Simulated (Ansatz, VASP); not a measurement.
Re: VASP beside Ansatz

INCAR

```
SYSTEM = Re
PREC = Accurate
ENCUT = 520
EDIFF = 1E-7
ISMEAR = -1
SIGMA = 0.08
LREAL = .False.
LASPH = .True.
NELM = 80
ALGO = Normal
ISIF = 2
LWAVE = .False.
LCHARG = .False.
GGA = PE
NBANDS = 14
```

KPOINTS

```
regular mesh
0
Gamma
  16 16 9
  0 0 0
```

File POSCAR:

```
Re
1.0
    2.4053660355      0.0000000000      0.0000000000
   -1.2026830178      2.0831080922      0.0000000000
    0.0000000000      0.0000000000      3.8799034052
Re
2
Direct
    0.3333333333      0.6666666667      0.2500000000
    0.6666666667      0.3333333333      0.7500000000
```

Input for Ansatz:

```yaml
crystal:
  lattice:
    - [2.4053660355, 0.0, 0.0]
    - [-1.2026830178, 2.0831080922, 0.0]
    - [0.0, 0.0, 3.8799034052]
  atoms:
    - { symbol: Re, position: [0.3333333333, 0.6666666667, 0.25] }
    - { symbol: Re, position: [0.6666666667, 0.3333333333, 0.75] }
kpoints:
  mp_grid: { grid: [16, 16, 9] }
scf:
  occupations: { method: fermi_dirac, width: 0.08 }
hamiltonian:
  xc: pbe
  pseudopotentials: { kind: all_electron, lapw: { basis_error: 0.001 } }
output:
  forces: true
  stress: true
  eigenvalues: true
  populations: true
```

Change from the starting cell: volume scaled by 0.65, LAPW.

Alike in both runs: task single point; functional PBE; k mesh 16 × 16 × 9; occupations fermi-dirac, width 0.08 eV; no spin polarisation.

|  | VASP | Ansatz |
| --- | --- | --- |
| version | VASP 6.6.1 | Ansatz 0.2.0 |
| potentials or method | VASP PAW PBE potentials, release 64 (Re) | all-electron LAPW, scalar-relativistic |
| plane-wave cutoff (eV) | 520 | see its input |

|  | VASP | Ansatz | Ansatz less VASP |
| --- | --- | --- | --- |
| pressure (GPa) | 400.3 | 387.4 | -12.85 |
| largest component of the traceless stress (GPa) | 0.47 | 0.19 | -0.287 |

Ansatz ran all-electron here, so the differences hold the error of VASP's frozen core and of both bases.

Caveats: the cell as given lies far from equilibrium; so large a pressure means that the cell lies far from this level's equilibrium, or that cutoff or potentials fall short (VASP). Spin-orbit coupling is left out, which matters for the levels of Re.
